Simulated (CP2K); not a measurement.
Crystal: Bi.

```
Bi
1.0
     3.43194    0.00000    0.00000
    -1.14398    3.23566    0.00000
    -1.14398   -1.61783    2.80217
Bi
1
Cartesian
  0.0000 0.0000 0.0000
```

This isn't the form of Bi at room conditions, which is rhombohedral.

Base run:

```yaml
Program: CP2K 2026.2
Functional: RPBE
Potentials_or_basis: POTENTIAL_UZH Bi GTH-PBE-q5; TZVP-MOLOPT-PBE-GTH basis
Density_cutoff: 9184 eV
k_mesh: 9 × 9 × 9
Occupations: fermi-dirac, width 0.05 eV
Spin: no spin polarisation
```

Its results: band gap on the k mesh none (metal or under the smearing width); pressure 1.8 GPa.

The run is repeated on the same cell with these changes: functional from RPBE to LDA. What comes out?

Band gap on the k mesh none (metal or under the smearing width); pressure 0.7 GPa.

LDA binds more tightly than RPBE, so the same cell stands under less pressure.

Caveats: the potentials were made for another functional, which shifts forces and pressure; spin-orbit coupling is left out, which moves the levels of the heavy elements; the basis of atomic orbitals isn't converged, which shifts pressures, moduli and gaps.
